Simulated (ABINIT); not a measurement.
Nb:

```
Nb
1.0
    -1.66395    1.66395    1.66395
     1.66395   -1.66395    1.66395
     1.66395    1.66395   -1.66395
Nb
1
Cartesian
  0.0000 0.0000 0.0000
```

Base run:

* Program: ABINIT 10.8.3 (patched build)
* Functional: PBEsol
* Potentials or basis: JTH PAW PBE v2.0
* Cutoff: 517 eV
* k mesh: 11 × 11 × 11
* Occupations: fermi-dirac, width 0.05 eV
* Spin: no spin polarisation

Its results: band gap on the k mesh none (metal or under the smearing width); pressure -8.1 GPa.

**Question.** The run is repeated on the same cell with these changes: functional from PBEsol to r2SCAN. What comes out?

**Answer.** Band gap on the k mesh none (metal or under the smearing width); pressure -3.6 GPa.

Caveats: the PAW data sets were made with another functional, which shifts forces and pressure a little.
